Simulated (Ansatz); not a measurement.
## SiC: how the free axis answers a strain

SiC, P6_3mc, a = 3.092 Å, c = 5.074 Å. The compound has several low-lying forms, and this is one of them. Ansatz: PBE, PAW, 420 eV, Γ-centred 12×12×6 mesh on 4 atoms, Gaussian smearing 0.02 eV; no spin polarisation. Series: biaxial strain in the a-b plane, c and atoms relaxed; x is the strain in per cent. y is the change of c in per cent of 5.074 Å.

```tsv
x (%)	y (%)
-6.0	?
-4.0	0.84
-2.0	0.40
0.0	0.00
2.0	-0.36
4.0	-0.68
6.0	-0.96
```

Q: Fit y = c1 x + c2 x² to the other rows, say what c1 measures, and predict the missing y.

A: Least squares on the rows shown. y = −0.1900 x + 0.005000 x². With no stress along c, c1 = −2C13/C33 = -0.190. At x = -6.0 the fit asked for gives 1.32 %. The run gave 1.32 %, the same to the digits shown.